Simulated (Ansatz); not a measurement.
The system is BAs.

```
CELL_PARAMETERS angstrom
0.00000 2.38850 2.38850
2.38850 0.00000 2.38850
2.38850 2.38850 0.00000
ATOMIC_POSITIONS crystal
As 0.75000 0.75000 0.75000
B 0.00000 0.00000 0.00000
```

```yaml
Program: Ansatz 0.2.0
Task: relaxation of cell and atoms
Functional: HF
Potentials_or_basis: Ansatz PAW
Cutoff: "420 eV (not typed: the program's choice for these potentials)"
k_mesh: 5 × 5 × 5
Occupations: fermi-dirac, width 0.05 eV
Spin: no spin polarisation
```

At the start: volume 13.63 Å³/atom.

**Question.** Where does the relaxation end?

**Answer.** It ends after 4 steps and the volume is 14.07 Å³/atom (+3.3 %); space group F-43m (No. 216, to 0.05 Å).

The path:
```csv
step,energy change (eV),largest force (eV/Å),volume (Å³)
1,0.0000,0.0000,27.25
2,-0.0128,0.0000,27.99
3,-0.0130,0.0000,28.14
4,-0.0141,0.0000,28.14
```

Final structure:
```
As B
1.0
     0.00000    2.41414    2.41414
     2.41414    0.00000    2.41414
     2.41414    2.41414    0.00000
As B
1 1
Direct
  0.75000 0.75000 0.75000
  0.00000 0.00000 0.00000
```

Caveat: the k mesh is coarse (spacing up to 0.46 Å⁻¹), so the values aren't converged, least of all with exact exchange; the plane-wave basis is chosen anew once the cell has moved, so the energies of steps on either side of that aren't comparable; the PAW data sets come from PBE, with cores solved anew for the run's functional, which leaves a small shift of forces and pressure.
